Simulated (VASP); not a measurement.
As:

```
As
1.0
     1.82500   -5.50000    0.00000
     1.82500    5.50000    0.00000
     0.00000    0.00000    4.47000
As
4
Cartesian
  1.8250 4.2900 0.2682
  1.8250 -1.2100 1.9668
  1.8250 -4.2900 4.2018
  1.8250 1.2100 2.5032
```

This isn't the form of As at room conditions, which is rhombohedral.

| Quantity | Value |
| --- | --- |
| Program | VASP 6.6.1 |
| Task | relaxation of cell and atoms |
| Functional | LDA |
| Potentials or basis | VASP PAW LDA potentials, release 64 (As) |
| Cutoff | 600 eV |
| k mesh | 12 × 12 × 8 |
| Occupations | methfessel-paxton, width 0.1 eV |
| Spin | no spin polarisation |

At the start: pressure -1.5 GPa; volume 22.43 Å³/atom.

Problem. How do energy, volume and symmetry change on relaxing?

Solution. Over 16 steps the energy falls by 10.1 meV/atom and the volume is 21.07 Å³/atom (-6.1 %); space group Cmce (No. 64, to 0.05 Å).

The path:
```csv
step,energy change (eV),largest force (eV/Å),pressure (GPa),volume (Å³)
1,0.0000,0.1459,-1.48,89.74
2,-0.0092,0.2550,0.91,87.06
3,-0.0118,0.1489,0.12,87.89
4,-0.0183,0.1332,0.02,87.53
5,-0.0309,0.1459,-0.23,86.41
6,-0.0182,0.3127,-0.52,84.07
7,-0.0328,0.1813,-0.31,85.83
8,-0.0373,0.0624,-0.13,85.05
9,-0.0374,0.0422,-0.09,84.88
10,-0.0390,0.0297,-0.01,84.55
11,-0.0397,0.0415,0.10,84.11
12,-0.0401,0.0313,0.01,84.18
13,-0.0403,0.0381,-0.09,84.26
14,-0.0405,0.0118,0.06,84.18
15,-0.0405,0.0066,0.09,84.16
16,-0.0406,0.0085,0.01,84.28
```

Final structure:
```yaml
crystal:
  lattice:
    - [1.86372, -5.37629, 0.00000]
    - [1.86372, 5.37629, 0.00000]
    - [0.00000, 0.00000, 4.20548]
  atoms:
    - { symbol: As, position: [0.11318, 0.88682, 0.05280] }
    - { symbol: As, position: [0.61318, 0.38682, 0.44720] }
    - { symbol: As, position: [0.88682, 0.11318, 0.94720] }
    - { symbol: As, position: [0.38682, 0.61318, 0.55280] }
```
